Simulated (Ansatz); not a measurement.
# MoS2: the cost of one run

Computed with Ansatz 0.2.0 (DFT PBE+D3(BJ), scalar-relativistic, plane waves, PAW, and further levels as typed in the inputs, unless a step's input says otherwise).

### Step 1. The system as given

It takes space group P-6m2 (No. 187, hexagonal). Conventional cell: a = 3.160 Å, b = 3.160 Å, c = 33.424 Å, α = 90.00°, β = 90.00°, γ = 120.00°. Around S (site symmetry 3m) lie 3 Mo at 2.40 Å. Mo (site symmetry 3m) has 6 S at 2.40 Å as nearest neighbours. Mo (site symmetry -6m2) is surrounded by 6 S at 2.40 Å.

Structure file:

```
S Mo
1.0
     3.16000    0.00000    0.00000
    -1.58000    2.73664    0.00000
     0.00000    0.00000   33.42400
S Mo
6 3
Direct
  0.66667 0.33333 0.26927
  0.66667 0.33333 0.36291
  0.33333 0.66667 0.45318
  0.33333 0.66667 0.54682
  0.66667 0.33333 0.63709
  0.66667 0.33333 0.73073
  0.33333 0.66667 0.31609
  0.66667 0.33333 0.50000
  0.33333 0.66667 0.68391
```

### Step 2. Relaxing the atoms: Mo3S6 sheet, no spin

Input file input.yaml:

```yaml
crystal:
  lattice:
    - [3.16, 0.0, 0.0]
    - [-1.58, 2.736640276, 0.0]
    - [0.0, 0.0, 33.424]
  atoms:
    - { symbol: S, position: [0.6666666667, 0.3333333333, 0.2692675921] }
    - { symbol: Mo, position: [0.3333333333, 0.6666666667, 0.3160902346] }
    - { symbol: S, position: [0.6666666667, 0.3333333333, 0.362912877] }
    - { symbol: S, position: [0.3333333333, 0.6666666667, 0.4531773576] }
    - { symbol: Mo, position: [0.6666666667, 0.3333333333, 0.5] }
    - { symbol: S, position: [0.3333333333, 0.6666666667, 0.5468226424] }
    - { symbol: S, position: [0.6666666667, 0.3333333333, 0.637087123] }
    - { symbol: Mo, position: [0.3333333333, 0.6666666667, 0.6839097654] }
    - { symbol: S, position: [0.6666666667, 0.3333333333, 0.7307324079] }
  periodic: [true, true, false]
scf:
  occupations: { method: gaussian, width: 0.02 }
  n_extra_bands: 6
output:
  forces: true
  stress: false
  write_density: true
  write_potential: true
  elf: true
  volumetric_format: npy
kpoints:
  mp_grid: { grid: [12, 12, 1] }
hamiltonian:
  xc: pbe
  dispersion: d3bj
relax:
  f_tol: 0.004
  max_steps: 100
```

Launch:

```
> ansatz run input.yaml --threads 4 --pin off --max-ram 14336MiB --backend cpu --events-out ev --progress --plain --runs-dir out
```

Q: Estimate wall time and peak memory on 4 threads of Intel Xeon Platinum 8488C (Sapphire Rapids), shared host.

About 41 s, with a peak of 1.2 GiB.
